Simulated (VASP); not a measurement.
# CdTe (F-43m) in VASP: further runs

One crystal, CdTe, is run at these levels: PBE; tasks: relaxation of cell and atoms.

Program: VASP 6.6.1. These are calculated values, not measurements. Logs are shortened: lines on timing, memory, paths and dates and some standing lists are left out, and cuts for length are marked.

### 1 Starting point

It takes space group F-43m (No. 216, cubic). Conventional cell: a = 6.410 Å, b = 6.410 Å, c = 6.410 Å, α = 90.00°, β = 90.00°, γ = 90.00°. Cd (site symmetry -43m) has 4 Te at 2.78 Å as nearest neighbours. Te (site symmetry -43m) has 4 Cd at 2.78 Å as nearest neighbours.

### 2 Relaxation of cell and atoms, PBE

Contents of INCAR:

```
SYSTEM = CdTe
ALGO     = Fast           ! electronic algorithm
EDIFF    = 1E-7           ! SCF threshold, eV
EDIFFG   = -0.002         ! ionic threshold
ENCUT    = 520            ! plane-wave cutoff, eV
GGA      = PE             ! functional
IBRION   = 2              ! ionic algorithm
ISIF     = 3              ! what is computed and relaxed
ISMEAR   = 0              ! smearing method
KPAR     = 4            
LASPH    = .True.         ! aspherical terms in the spheres
LCHARG   = .False.        ! write CHGCAR
LREAL    = .False.        ! projectors in reciprocal space
LWAVE    = .False.        ! write WAVECAR
NELM     = 100            ! most SCF steps
NSW      = 80             ! ionic steps
PREC     = Accurate       ! precision mode
SIGMA    = 0.02           ! smearing width, eV
```

Contents of KPOINTS:

```
k-points
0
Gamma
  8 8 8
  0 0 0
```

Contents of POSCAR:

```
CdTe
1.0
    0.0000000000      3.2050000000      3.2050000000
    3.2050000000      0.0000000000      3.2050000000
    3.2050000000      3.2050000000      0.0000000000
Cd Te
1 1
Direct
    0.0000000000      0.0000000000      0.0000000000
    0.2500000000      0.2500000000      0.2500000000
```

Potentials or basis: VASP PAW PBE potentials, release 64 (Cd, Te).

Started as:

```sh
$ cat potpaw_PBE.64/Cd/POTCAR potpaw_PBE.64/Te/POTCAR > POTCAR
$ mpirun -np 4 vasp_std > vasp.out
```

OUTCAR:

```text
SYSTEM = CdTe
   EDIFF = 1E-7
   EDIFFG = -0.002
   ENCUT = 520
   GGA = PE
   IBRION = 2
   ISIF = 3
   ISMEAR = 0
   LASPH = .True.
   LREAL = .False.
   NELM = 100
   NSW = 80
   PREC = Accurate

 ion  position               nearest neighbor table
   1  0.000  0.000  0.000-   2 2.78   2 2.78   2 2.78   2 2.78
   2  0.250  0.250  0.250-   1 2.78   1 2.78   1 2.78   1 2.78

  LATTYP: Found a face centered cubic cell.
 ALAT       =     6.4100000000

  Lattice vectors:

 A1 = (   0.0000000000,   3.2050000000,   3.2050000000)
 A2 = (   3.2050000000,   0.0000000000,   3.2050000000)
 A3 = (   3.2050000000,   3.2050000000,   0.0000000000)

Analysis of symmetry for initial positions (statically):
=====================================================================
 Subroutine PRICEL returns:
 Original cell was already a primitive cell.

 Routine SETGRP: Setting up the symmetry group for a
 face centered cubic supercell.

 Subroutine GETGRP returns: Found 24 space group operations
 (whereof 24 operations were pure point group operations)
 out of a pool of 48 trial point group operations.

The static configuration has the point symmetry T_d .

Analysis of symmetry for dynamics (positions and initial velocities):
=====================================================================
 Subroutine PRICEL returns:
 Original cell was already a primitive cell.

 Routine SETGRP: Setting up the symmetry group for a
 face centered cubic supercell.

 Subroutine GETGRP returns: Found 24 space group operations
 (whereof 24 operations were pure point group operations)
 out of a pool of 48 trial point group operations.

The dynamic configuration has the point symmetry T_d .

 Subroutine INISYM returns: Found 24 space group operations
 (whereof 24 operations are pure point group operations),
 and found     1 'primitive' translations

----------------------------------------------------------------------------------------

                                     Primitive cell

  volume of cell :      65.8437

  direct lattice vectors                    reciprocal lattice vectors
     0.000000000  3.205000000  3.205000000    -0.156006240  0.156006240  0.156006240
     3.205000000  0.000000000  3.205000000     0.156006240 -0.156006240  0.156006240
     3.205000000  3.205000000  0.000000000     0.156006240  0.156006240 -0.156006240

  length of vectors
     4.532554467  4.532554467  4.532554467     0.270210734  0.270210734  0.270210734

  position of ions in fractional coordinates (direct lattice)
     0.000000000  0.000000000  0.000000000
     0.250000000  0.250000000  0.250000000

  ion indices of the primitive-cell ions
   primitive index   ion index
                 1           1
                 2           2

----------------------------------------------------------------------------------------

 KPOINTS: k-points

Automatic generation of k-mesh.
 Grid dimensions read from file:
 generate k-points for:    8    8    8

 Generating k-lattice:

  Cartesian coordinates                     Fractional coordinates (reciprocal lattice)
    -0.019500780  0.019500780  0.019500780     0.125000000  0.000000000  0.000000000
     0.019500780 -0.019500780  0.019500780     0.000000000  0.125000000  0.000000000
     0.019500780  0.019500780 -0.019500780     0.000000000  0.000000000  0.125000000

  Length of vectors
     0.033776342  0.033776342  0.033776342

  Shift w.r.t. Gamma in fractional coordinates (k-lattice)
     0.000000000  0.000000000  0.000000000

 Subroutine IBZKPT returns following result:
 ===========================================

 Found     29 irreducible k-points:

 Following reciprocal coordinates:
            Coordinates               Weight
  0.000000  0.000000  0.000000      1.000000
  0.125000  0.000000  0.000000      8.000000
  0.250000  0.000000  0.000000      8.000000
  0.375000  0.000000  0.000000      8.000000
  0.500000  0.000000  0.000000      4.000000
  0.125000  0.125000  0.000000      6.000000
[... 16 lines left out ...]
  0.500000  0.250000  0.125000     48.000000
 -0.375000  0.250000  0.125000     24.000000
 [... further k-points ...]
   k-points           NKPTS =     29   k-points in BZ     NKDIM =     29   number of bands    NBANDS=     13
   number of dos      NEDOS =    301   number of ions     NIONS =      2
   total plane-waves  NPLWV =  46656
   dimension x,y,z NGX =    36 NGY =   36 NGZ =   36
   dimension x,y,z NGXF=    72 NGYF=   72 NGZF=   72
   ions per type =               1   1
   NGX,Y,Z   is equivalent  to a cutoff of  13.20, 13.20, 13.20 a.u.
   NGXF,Y,Z  is equivalent  to a cutoff of  26.41, 26.41, 26.41 a.u.
 SYSTEM =  CdTe
   PREC   = accura    normal or accurate (medium, high low for compatibility)
   ISTART =      0    job   : 0-new  1-cont  2-samecut
   ICHARG =      2    charge: 1-file 2-atom 10-const
   ISPIN  =      1    spin polarized calculation?
   LNONCOLLINEAR =      F non collinear calculations
   LSORBIT =      F    spin-orbit coupling
   LASPH  =      T    aspherical Exc in radial PAW
   ENCUT  =  520.0 eV  38.22 Ry    6.18 a.u.   8.43  8.43  8.43*2*pi/ulx,y,z
   NELM   =    100;   NELMIN=  2; NELMDL= -5     # of ELM steps
   EDIFF  = 0.1E-06   stopping-criterion for ELM
   LREAL  =      F    real-space projection
   EDIFFG = -.2E-02   stopping-criterion for IOM
   NSW    =     80    number of steps for IOM
   IBRION =      2    ionic relax: 0-MD 1-quasi-New 2-CG
   NFREE  =      1    steps in history (QN), initial steepest desc. (CG)
   ISIF   =      3    stress and relaxation
   ISYM   =      2    0-nonsym 1-usesym 2-fastsym
   POTIM  = 0.5000    time-step for ionic-motion
   TEBEG  =    0.0;   TEEND  =   0.0 temperature during run
   PSTRESS=    0.0 pullay stress
   NELECT =      18.0000    total number of electrons
   NUPDOWN=      -1.0000    fix difference up-down
   EMIN   =  10.00;   EMAX   =-10.00  energy-range for DOS
   EFERMI =   0.00;   METHOD = LEGACY
   ISMEAR =     0;   SIGMA  =   0.02  broadening in eV -4-tet -1-fermi 0-gaus
   EFERMI_NEDOS =   21; number of points for ismear=-14 and -15
   IALGO  =     68    algorithm
   IMIX   =      4    mixing-type and parameters
     AMIX     =   0.40;   BMIX     =  1.00
     AMIX_MAG =   1.60;   BMIX_MAG =  1.00
  volume/ion in A,a.u.               =      32.92       222.17
  Fermi-wavevector in a.u.,A,eV,Ry     =   1.062497  2.007828 15.359610  1.128899
  Thomas-Fermi vector in A             =   2.197950
   LORBIT       =      0    0 simple, 1 ext, 2 COOP (PROOUT), +10 PAW based schemes
   GGA     = PE    functional components
   LHFCALC =     F    Hartree Fock is set to
   AEXX    =    0.0000 exact exchange contribution
   IVDW    =     0    specifies the selected vdW correction
   LEPSILON=     F    determine dielectric tensor
   LRPA    =     F    only Hartree local field effects (RPA)
 conjugate gradient relaxation of ions
 non-spin polarized calculation
 RMM-DIIS sequential band-by-band and
 Gauss-broadening in eV      SIGMA  =   0.02
  energy-cutoff  :      520.00
  volume of cell :       65.84
 maximum number of plane-waves:      1807
 NGX is ok and might be reduce to    36
   NGX = 17   NGY = 17   NGZ = 17

--------------------------------------- Ionic step        1  -------------------------------------------

 number of electron      17.9999995 magnetization

 Free energy of the ion-electron system (eV)
  ---------------------------------------------------
  ext. energy  EPLUGINS =         0.00000000
  ---------------------------------------------------
  free energy    TOTEN  =        -4.72671770 eV

  energy without entropy =       -4.72671770  energy(sigma->0) =       -4.72671770

------------------------ aborting loop because EDIFF is reached ----------------------------------------

  FORCE on cell =-STRESS in cart. coord.  units (eV):
  Direction    XX          YY          ZZ          XY          YZ          ZX
  --------------------------------------------------------------------------------------
  -------------------------------------------------------------------------------------
  Total        1.8060068      1.8060068      1.8060068      0.0000000     -0.0000000     -0.0000000
  in kB       43.9456472     43.9456472     43.9456472      0.0000000     -0.0000000     -0.0000000
  external PRESSURE =      43.9456472 kB  Pullay stress =       0.0000000 kB
[... 57 lines left out ...]
  energy  without entropy=       -4.8050728505  energy(sigma->0) =       -4.80507285

--------------------------------------- Ionic step        3  -------------------------------------------

 number of electron      18.0000006 magnetization

 Free energy of the ion-electron system (eV)
  ---------------------------------------------------
  ext. energy  EPLUGINS =         0.00000000
  ---------------------------------------------------
  free energy    TOTEN  =        -4.81187065 eV

  energy without entropy =       -4.81187065  energy(sigma->0) =       -4.81187065

 E-fermi :   1.9248     XC(G=0):  -8.2995

 val. band max:        1.7798099368   @ k =   0.0000   0.0000   0.0000
 cond. band min:       2.3564482384   @ k =   0.0000   0.0000   0.0000
 fundamental gap:      0.5766383016
 Fermi energy:         1.9248339536

 k-point     1 :       0.0000    0.0000    0.0000
  band No.  band energies     occupation
      1      -9.0434      2.00000
      2      -6.3036      2.00000
      3      -6.3036      2.00000
      4      -6.3036      2.00000
      5      -6.0882      2.00000
      6      -6.0882      2.00000
      7       1.7798      2.00000
      8       1.7798      2.00000
      9       1.7798      2.00000
     10       2.3564      0.00000
     11       6.4200      0.00000
     12       6.4200      0.00000
     13       6.4200      0.00000
[... 353 lines left out ...]
 k-point    24 :      -0.3750    0.2500    0.1250
  band No.  band energies     occupation
      1      -8.6542      2.00000
      2      -6.2301      2.00000
      3      -6.2204      2.00000
      4      -6.1000      2.00000
      5      -6.0831      2.00000
      6      -5.7057      2.00000
      7      -2.1331      2.00000
      8      -0.0713      2.00000
      9       0.6631      2.00000
     10       4.8685      0.00000
     11       6.4411      0.00000
     12       7.6588      0.00000
     13       8.7941      0.00000

 [... further k-points ...]

------------------------ aborting loop because EDIFF is reached ----------------------------------------

  FORCE on cell =-STRESS in cart. coord.  units (eV):
  Direction    XX          YY          ZZ          XY          YZ          ZX
  --------------------------------------------------------------------------------------
  -------------------------------------------------------------------------------------
  Total        0.0021614      0.0021614      0.0021614      0.0000000      0.0000000      0.0000000
  in kB        0.0476827      0.0476827      0.0476827      0.0000000      0.0000000      0.0000000
  external PRESSURE =       0.0476827 kB  Pullay stress =       0.0000000 kB
[... 17 lines left out ...]
  FREE ENERGIE OF THE ION-ELECTRON SYSTEM (eV)
  ---------------------------------------------------
  free  energy   TOTEN  =        -4.8118706510 eV

  energy  without entropy=       -4.8118706510  energy(sigma->0) =       -4.81187065

 reached required accuracy - stopping structural energy minimisation
```

It took 27 s on 4 MPI ranks of Intel Xeon Platinum 8259CL at 2.50GHz (Skylake/Cascade Lake), shared host; peak memory 0.22 GiB.

What came out:

| Item | Value |
| --- | --- |
| Free energy | -4.8119 eV |
| Relaxed volume | 36.31 Å³/atom |
| Relaxed cell | a = 4.683 Å, b = 4.683 Å, c = 4.683 Å, α = 60.00°, β = 60.00°, γ = 60.00° |
| Space group after relaxing (to 0.05 Å) | F-43m (No. 216) |
| Energy gained by relaxing | 42.6 meV/atom |
| Ionic steps | 3 |
| Pressure after relaxing | 0.0 GPa |
| Band gap on the k mesh | 0.58 eV, direct |

The path:
```csv
step,energy change (eV),largest force (eV/Å),pressure (GPa),volume (Å³)
1,0.0000,0.0000,4.39,65.84
2,-0.0784,0.0000,-0.97,74.83
3,-0.0852,0.0000,0.00,72.62
```

Final structure:
```cif
data_structure
_symmetry_space_group_name_H-M 'P 1'
_symmetry_Int_Tables_number 1
_cell_length_a 4.6831
_cell_length_b 4.6831
_cell_length_c 4.6831
_cell_angle_alpha 60.000
_cell_angle_beta 60.000
_cell_angle_gamma 60.000
_cell_volume 72.62
loop_
_atom_site_label
_atom_site_type_symbol
_atom_site_fract_x
_atom_site_fract_y
_atom_site_fract_z
_atom_site_occupancy
Cd1 Cd 0.00000 0.00000 0.00000 1
Te1 Te 0.25000 0.25000 0.25000 1
```

Caveat: spin-orbit coupling is left out, which moves the levels of the heavy elements; the volume moved by +10 % from the deposited cell, more than functionals usually miss.

(Part 1 of 2 ends here.)
